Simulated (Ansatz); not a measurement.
## Na (fcc)

Level of theory: DFT, PBE with spin–orbit coupling, two-component spinors; plane waves to 420 eV with PAW datasets (Ansatz 0.2.0), 14×14×14 k-mesh, Gaussian smearing of 0.05 eV; PAW files: Ansatz's generated set soft_2.

```cif
data_structure
_symmetry_space_group_name_H-M 'P 1'
_symmetry_Int_Tables_number 1
_cell_length_a 3.7424
_cell_length_b 3.7424
_cell_length_c 3.7424
_cell_angle_alpha 60.000
_cell_angle_beta 60.000
_cell_angle_gamma 60.000
_cell_volume 37.06
loop_
_atom_site_label
_atom_site_type_symbol
_atom_site_fract_x
_atom_site_fract_y
_atom_site_fract_z
_atom_site_occupancy
Na1 Na 0.00000 0.00000 0.00000 1
```

At room temperature and ambient pressure Na is bcc.

The cell is relaxed to zero pressure at this level.

Path: Γ–X–U | K–Γ–L–W–X, with Γ = (0.000, 0.000, 0.000), X = (0.500, 0.000, 0.500), U = (0.625, 0.250, 0.625), K = (0.375, 0.375, 0.750), L = (0.500, 0.500, 0.500), W = (0.500, 0.250, 0.750) in reciprocal vectors of the calculation's cell.

Task: Is it a metal or an insulator, and if it has a gap, where are the band edges on this path?

Result: A metal: bands cross the Fermi level.

Bands as a text map, energy in eV from the Fermi level (dashes), each leg drawn with the same width:
```
  5.57 |       *     *           **         *          *       **  *  
  5.14 |              *                                  *    *   *   
  4.71 |               *        **                      * ****  **    
  4.29 |        *       *      *             *           *     *      
  3.86 |                 **     *                             *       
  3.43 |                   *****              *           * **        
  3.00 |         *            *                           *****       
  2.57 |             *********                 *         ** ********  
  2.14 |          ***  *****                            **     ***  **
  1.71 |          *****       *                 *     ***         ****
  1.29 |                                           *****              
  0.86 |         *                               *****                
  0.43 |                       *                 **                   
  0.00 |--------*-------------------------------*---------------------
 -0.43 |       *                *                                     
 -0.86 |                         *             *                      
 -1.29 |      *                               *                       
 -1.71 |     *                    *          *                        
 -2.14 |                           *        *                         
 -2.57 |   **                       *      *                          
 -3.00 | **                          **  **                           
 -3.43 |*                              **                             
 -3.86 |                                                              
 -4.29 |                                                              
 -4.71 |                                                              
 -5.14 |                                                              
 -5.57 |                                                              
 -6.00 |                                                              
        Γ         X         UK         Γ         L         W         X
```

With 9 valence electrons in the calculation's cell and no magnetic order, the Kramers pairs of bands, two electrons each, can't all be full or empty: band theory demands a metal.

It took about 60 core-seconds on a shared host.
